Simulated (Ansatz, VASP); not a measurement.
LiF in VASP and in Ansatz

Contents of INCAR:

```
SYSTEM = LiF
  ALGO = Normal
  EDIFF = 1E-8
  ENCUT = 520
  GGA = PE
  ISIF = 2
  ISMEAR = -1
  LASPH = .True.
  LCHARG = .False.
  LEFG = .True.
  LREAL = .False.
  LWAVE = .False.
  NBANDS = 12
  NELM = 60
  PREC = Accurate
  SIGMA = 0.03
```

KPOINTS

```
k-points
0
Gamma
  10 10 10
  0 0 0
```

The input POSCAR:

```
LiF
1.0
    0.0000000000      2.0535002244      2.0535002244
    2.0535002244      0.0000000000      2.0535002244
    2.0535002244      2.0535002244      0.0000000000
Li F
1 1
Direct
    0.0000000000      0.0000000000      0.0000000000
    0.5000000000      0.5000000000      0.5000000000
```

Input for Ansatz:

```yaml
crystal:
  lattice:
    - [0.0, 2.0535002244, 2.0535002244]
    - [2.0535002244, 0.0, 2.0535002244]
    - [2.0535002244, 2.0535002244, 0.0]
  atoms:
    - { symbol: Li, position: [0.0, 0.0, 0.0] }
    - { symbol: F, position: [0.5, 0.5, 0.5] }
kpoints:
  mp_grid: { grid: [10, 10, 10] }
scf:
  occupations: { method: fermi_dirac, width: 0.03 }
hamiltonian:
  xc: pbe
  pseudopotentials: { kind: all_electron, datasets: crystal }
output:
  forces: true
  stress: true
  eigenvalues: true
  efg: { contact_densities: true }
```

Change from the starting cell: volume scaled by 1.06, crystal datasets.

Alike in both runs: task electric field gradients; functional PBE; k mesh 10 × 10 × 10; occupations fermi-dirac, width 0.03 eV; no spin polarisation.

|  | VASP | Ansatz |
| --- | --- | --- |
| version | VASP 6.6.1 | Ansatz 0.2.0 |
| potentials or method | VASP PAW PBE potentials, release 64 (Li_sv, F) | all-electron PAW with datasets made for the crystal, scalar-relativistic |
| plane-wave cutoff (eV) | 520 | see its input |

VASP gave:

- gap on the k mesh at the Fermi level (eV): 8.59
- Vzz of the field gradient on the site that differs most (V/Å²): 0.0

Problem. What did Ansatz give for the same quantities?

Solution. gap on the k mesh at the Fermi level (eV): 8.57; Vzz of the field gradient on the site that differs most (V/Å²): 0.0.

Ansatz ran all-electron here, so the differences hold the error of VASP's frozen core and of both bases.

 A k mesh can miss the band edges.
